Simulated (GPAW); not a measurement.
# KTaO3 (Pm-3m) in GPAW: reference runs

How does KTaO3 come out in PBE? The cell is run as given.

All numbers are computed with GPAW 26.7.0; they aren't measurements. Logs are shortened: lines on timing, memory, paths and dates and some standing lists are left out, and cuts for length are marked. The log counts tension as positive stress, the text compression.

## Step 1: The crystal as given

Symmetry: Pm-3m, No. 221, cubic system. Conventional cell: a = 3.988 Å, b = 3.988 Å, c = 3.988 Å, α = 90.00°, β = 90.00°, γ = 90.00°. Around Ta (site symmetry m-3m) lie 6 O at 1.99 Å. Around K (site symmetry m-3m) lie 12 O at 2.82 Å. O (site symmetry 4/mmm) is surrounded by 2 Ta at 1.99 Å.

## Step 2: Single point, PBE

The input, run.py:

```python
from ase import Atoms
from ase.dft.bandgap import bandgap
from ase.io import write
from ase.units import GPa
from gpaw import GPAW, PW

atoms = Atoms(['Ta', 'K', 'O', 'O', 'O'],
              cell=[[3.9883, 0.0, 0.0],
                    [0.0, 3.9883, 0.0],
                    [0.0, 0.0, 3.9883]],
              scaled_positions=[[0.0, 0.0, 0.0],
                                [0.5, 0.5, 0.5],
                                [0.0, 0.0, 0.5],
                                [0.0, 0.5, 0.0],
                                [0.5, 0.0, 0.0]],
              pbc=True)

calc = GPAW(mode=PW(800),
            xc='PBE',
            kpts={'size': (7, 7, 7), 'gamma': True},
            occupations={'name': 'fermi-dirac', 'width': 0.05},
            nbands=36,
            convergence={'density': 1e-05, 'energy': 1e-05},
            maxiter=150,
            txt='gpaw.txt')
atoms.calc = calc
energy = atoms.get_potential_energy()
forces = atoms.get_forces()
stress = atoms.get_stress()
calc.write('gs.gpw')
write('result.traj', atoms)
print(f'Energy: {energy:.6f} eV')
print('Forces (eV/A):')
print(forces.round(4))
print('Stress (GPa):', (stress / GPa).round(3))
print('Fermi level:', round(calc.get_fermi_level(), 4), 'eV')
print(f'Gap: {bandgap(calc)[0]:.4f} eV, direct: {bandgap(calc, direct=True)[0]:.4f} eV')
```

Potentials or basis: GPAW PAW data sets (gpaw-data 1.2.1), pw.

Run with:

```
$ OMP_NUM_THREADS=1 python run.py
```

gpaw.txt:

```text
__  _  _
 | _ |_)|_||  |
 |__||  | ||/\| - 26.7.0

Input parameters:
  mode=PW(ecut=800.0),
  convergence={'density': 1e-05, 'energy': 1e-05},
  kpts=MonkhorstPack(size=(7, 7, 7), gamma=True),
  maxiter=150,
  nbands=36,
  occupations=Occupations(name='fermi-dirac', width=0.05),
  xc=XC(name='PBE')

Diagonalizing LCAO Hamiltonian
Converting LCAO to pw mode
   .---------.
  /|         |
 * |         |
 | |         |
 | |   K     |
 O .---------.
 |O         /
 Ta---O----*

Atoms  # Å, Bohr magnetons
|   | symbol |        x |        y |        z |    initial magnetic moments |
|---|--------|----------|----------|----------|-----------------------------|
| 0 |     Ta | 0.000000 | 0.000000 | 0.000000 | ( 0.0000,  0.0000,  0.0000) |
| 1 |      K | 1.994150 | 1.994150 | 1.994150 | ( 0.0000,  0.0000,  0.0000) |
| 2 |      O | 0.000000 | 0.000000 | 1.994150 | ( 0.0000,  0.0000,  0.0000) |
| 3 |      O | 0.000000 | 1.994150 | 0.000000 | ( 0.0000,  0.0000,  0.0000) |
| 4 |      O | 1.994150 | 0.000000 | 0.000000 | ( 0.0000,  0.0000,  0.0000) |

Unit cell  # Å
| periodic |        x |        y |        z |  lengths |    angles |
|----------|----------|----------|----------|----------|-----------|
|      yes | 3.988300 | 0.000000 | 0.000000 | 3.988300 | 90.000000 |
|      yes | 0.000000 | 3.988300 | 0.000000 | 3.988300 | 90.000000 |
|      yes | 0.000000 | 0.000000 | 3.988300 | 3.988300 | 90.000000 |

Number of symmetries: 48
Symmetry operations  # r_c * U_cc + t_c -> r_c
|    | kind |            matrix            |
|----|------|------------------------------|
|  0 |  E   |  1, 0, 0,  0, 1, 0,  0, 0, 1 |
|  1 |  σ   |  1, 0, 0,  0, 1, 0,  0, 0,-1 |
|  2 |  σ   |  1, 0, 0,  0, 0, 1,  0, 1, 0 |
|  3 |  C4  |  1, 0, 0,  0, 0, 1,  0,-1, 0 |
|  4 |  C4  |  1, 0, 0,  0, 0,-1,  0, 1, 0 |
|  5 |  σ   |  1, 0, 0,  0, 0,-1,  0,-1, 0 |
|  6 |  σ   |  1, 0, 0,  0,-1, 0,  0, 0, 1 |
|  7 |  C2  |  1, 0, 0,  0,-1, 0,  0, 0,-1 |
|  8 |  σ   |  0, 1, 0,  1, 0, 0,  0, 0, 1 |
|  9 |  C2  |  0, 1, 0,  1, 0, 0,  0, 0,-1 |
| 10 |  C3  |  0, 1, 0,  0, 0, 1,  1, 0, 0 |
| 11 |  S6  |  0, 1, 0,  0, 0, 1, -1, 0, 0 |
| 12 |  S6  |  0, 1, 0,  0, 0,-1,  1, 0, 0 |
| 13 |  C3  |  0, 1, 0,  0, 0,-1, -1, 0, 0 |
| 14 |  C4  |  0, 1, 0, -1, 0, 0,  0, 0, 1 |
| 15 |  S4  |  0, 1, 0, -1, 0, 0,  0, 0,-1 |
| 16 |  C3  |  0, 0, 1,  1, 0, 0,  0, 1, 0 |
| 17 |  S6  |  0, 0, 1,  1, 0, 0,  0,-1, 0 |
| 18 |  σ   |  0, 0, 1,  0, 1, 0,  1, 0, 0 |
| 19 |  C4  |  0, 0, 1,  0, 1, 0, -1, 0, 0 |
| 20 |  C2  |  0, 0, 1,  0,-1, 0,  1, 0, 0 |
| 21 |  S4  |  0, 0, 1,  0,-1, 0, -1, 0, 0 |
| 22 |  S6  |  0, 0, 1, -1, 0, 0,  0, 1, 0 |
| 23 |  C3  |  0, 0, 1, -1, 0, 0,  0,-1, 0 |
| 24 |  S6  |  0, 0,-1,  1, 0, 0,  0, 1, 0 |
| 25 |  C3  |  0, 0,-1,  1, 0, 0,  0,-1, 0 |
| 26 |  C4  |  0, 0,-1,  0, 1, 0,  1, 0, 0 |
| 27 |  σ   |  0, 0,-1,  0, 1, 0, -1, 0, 0 |
| 28 |  S4  |  0, 0,-1,  0,-1, 0,  1, 0, 0 |
| 29 |  C2  |  0, 0,-1,  0,-1, 0, -1, 0, 0 |
| 30 |  C3  |  0, 0,-1, -1, 0, 0,  0, 1, 0 |
| 31 |  S6  |  0, 0,-1, -1, 0, 0,  0,-1, 0 |
| 32 |  C4  |  0,-1, 0,  1, 0, 0,  0, 0, 1 |
| 33 |  S4  |  0,-1, 0,  1, 0, 0,  0, 0,-1 |
| 34 |  S6  |  0,-1, 0,  0, 0, 1,  1, 0, 0 |
| 35 |  C3  |  0,-1, 0,  0, 0, 1, -1, 0, 0 |
| 36 |  C3  |  0,-1, 0,  0, 0,-1,  1, 0, 0 |
| 37 |  S6  |  0,-1, 0,  0, 0,-1, -1, 0, 0 |
| 38 |  σ   |  0,-1, 0, -1, 0, 0,  0, 0, 1 |
| 39 |  C2  |  0,-1, 0, -1, 0, 0,  0, 0,-1 |
| 40 |  σ   | -1, 0, 0,  0, 1, 0,  0, 0, 1 |
[... 103 lines left out ...]

  O:
    name:    Oxygen
    Z:       8.0
    valence: 6
    core:    2
    charge:  0.0  # [|e|]
    compensation charges:
      type: gauss
      rc: 0.21  # [Å]
      lmax: 2
    cutoffs:
      filter: 1.17  # [Å]
      core: 0.83  # [Å]
    projectors
    | kind |    occ | energy [eV] | rcut [Å] |
    |------|--------|-------------|----------|
    |   2s |  2.000 |     -23.961 |    0.688 |
    |   2p |  4.000 |      -9.029 |    0.598 |
    |    s |        |       3.251 |    0.688 |
    |    p |        |      18.182 |    0.598 |
    |    d |        |       0.000 |    0.619 |

    Using partial waves for O as LCAO basis

Reference energy: -446677.251523  # eV

eigensolver:
  PPCG
  Converge bands: occupied
  niter=2

density mixing:
  MSR1-Mixer
  Pratt-step length: 0.05
  Maximum mixing coefficient: 0.75
  Old densities: 10
  SVD Regularization: 0.005
  Good broyden scale: 1.0
  Trust region scale: 1.0
  Backstep threshold: 4.0
  History deletion threshold: 6.0
  Fourier metric: weight=20.0, sigma=0.015

occupation numbers:
  Fermi-Dirac:
    width: 0.0500  # eV

poisson solver:
  ecut: 6400.0  # eV

xc functional:
  name: PBE with 2 nearest neighbor stencil

convergence criteria:
- Maximum integral of absolute [dens]ity change: 1e-05 electrons / valence electron
- Maximum [total energy] change in last 3 cyles: 1e-05 eV / valence electron
- Maximum integral of absolute [eigenst]ate change: 4e-08 eV^2 / valence electron
maximum number of iterations: 150

SCF iterations
|iter     | |      energy | eigst |  dens |
|---------|-|-------------|-------|-------|
|iter:   1| |  -45.517155 | +0.16 |       |
|iter:   2| |  -43.897069 | -1.63 | -0.87 |
|iter:   3| |  -39.957588 | -0.95 | -0.93 |
|iter:   4| |  -39.936398 | -2.83 | -1.54 |
|iter:   5| |  -39.945356 | -3.17 | -1.76 |
|iter:   6| |  -39.944728 | -4.62 | -2.69 |
|iter:   7| |  -39.944794 | -5.50 | -3.15 |
|iter:   8| |  -39.944802c| -6.94 | -3.71 |
|iter:   9| |  -39.944802c| -8.06c| -4.49 |
|iter:  10| |  -39.944802c| -8.03c| -5.16c|

Converged in 10 steps
Energy contributions relative to reference atoms: (reference = -446677.251523)

Energy contributions:
  Kinetic:          37.877266
  Coulomb:         -42.027892
  Zero:              0.086233
  External:          0.000000
  Xc:              -35.880409
  Entropy:          -0.000000
  Spinorbit:         0.000000
  ----------------------------
  Free energy:     -39.944802
  Extrapolated:    -39.944802

dipole moment: (-36.812424, -36.812424, -36.812424)  # |e|*Ang

Fermi level: 6.436
Eigenvalues  # (at kpt = [0.000, 0.000, 0.000])
| band index |      eig [eV] | occ [0-2] |
|------------|---------------|-----------|
|          0 |       -62.015 |     2.000 |
|        ... |               |           |
|         12 |         3.001 |     2.000 |
|         13 |         3.001 |     2.000 |
|         14 |         4.352 |     2.000 |
|         15 |         4.352 |     2.000 |
|         16 |         4.352 |     2.000 |
|         17 |         4.788 |     2.000 |
[... 8 lines left out ...]
|         26 |        13.486 |     0.000 |
|         27 |        13.486 |     0.000 |
|        ... |               |           |
|         35 |        25.199 |     0.000 |

Gap: 2.241 eV
Transition (v -> c):
  (s=0, k=19, n=19, [0.43, 0.43, 0.43]) -> (s=0, k=0, n=20, [0.00, 0.00, 0.00])
Direct/indirect transitions are different
Direct gap: 2.811 eV
Transition at: (s=0, k=0, n=19, [0.00, 0.00, 0.00])

Forces  # eV/Ang
|        x |        y |        z |
|----------|----------|----------|
| -0.00000 | -0.00000 | -0.00000 |  # Ta   0
|  0.00000 |  0.00000 |  0.00000 |  # K    1
|  0.00000 |  0.00000 |  0.00000 |  # O    2
|  0.00000 | -0.00000 |  0.00000 |  # O    3
| -0.00000 |  0.00000 |  0.00000 |  # O    4

Stress tensor  # eV/Ang^3
|         x |         y |         z |
|-----------|-----------|-----------|
| -0.038374 | -0.000000 |  0.000000 |
| -0.000000 | -0.038374 |  0.000000 |
|  0.000000 |  0.000000 | -0.038374 |

# Writing to gs.gpw (mode='')
```

Run time: 26 s. Hardware: 1 thread of Intel Xeon 6975P-C (Granite Rapids), shared host; peak memory 0.22 GiB.

What came out:

* Free energy: -39.9448 eV
* Pressure: 6.1 GPa
* Band gap on the k mesh: 2.24 eV, indirect (least direct gap 2.81 eV)

Caveat: spin-orbit coupling is left out, which moves the levels of the heavy elements; an odd mesh through Γ misses points on the zone boundary, where band edges often lie.
